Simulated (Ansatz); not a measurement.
This guess for As is about to be relaxed.

```xyz
6
Lattice="3.6366 0.0000 0.0000 -1.8183 3.1494 0.0000 0.0000 0.0000 9.2564" Properties=species:S:1:pos:R:3 pbc="T T T"
As    0.0000    0.0000    4.6282
As    0.0000    0.0000    0.0000
As    1.8183    1.0498    3.5156
As    0.0000    2.0996    5.7409
As    0.0000    2.0996    8.1438
As    1.8183    1.0498    1.1127
```

All numbers below come from DFT PBE, scalar-relativistic, plane waves, PAW (Ansatz). Cutoff 420 eV, Gaussian smearing, Γ-centred meshes. Cell and atoms relax first on a coarse mesh and then on a finer one. In between, the cell is made exact in the group found at 0.06 Å. In metals the finer mesh still leaves noise of several meV/atom or more. The steps can't lower the symmetry of their start. No spin polarisation.

A guess keeps its type if space group and coordination stay and the shape of the cell changes little (axis ratios within about 15 %, angles within 6°); the volume may change.

Task: Does this structure survive the relaxation?

Result: It keeps its type. The symmetry stays P6_3/mmc (No. 194). The volume per atom grows by 39.9 %, from 17.7 to 24.7 Å³. The shortest distance stays 2.38 Å (As–As). The ratio c/a of the conventional cell changes by a factor of 0.96. Counting neighbours within 15 % of an atom's shortest distance, the start has As 4/6 and the end As 4/6.

Energies count from the standard state of As at the same level.

Task: At what energy does it end?

Result: +0.26 eV/atom. So it is a metastable form at best.

The last run used a 12×12×4 mesh (in the run's order of axes) for its 6-atom cell and Gaussian smearing of 0.10 eV. The reference form of As is held partly by dispersion forces, which this level lacks. Symmetry constrained the relaxation, so the result can be a saddle point.

In counts of neighbours, a slash parts the counts of unlike sites.
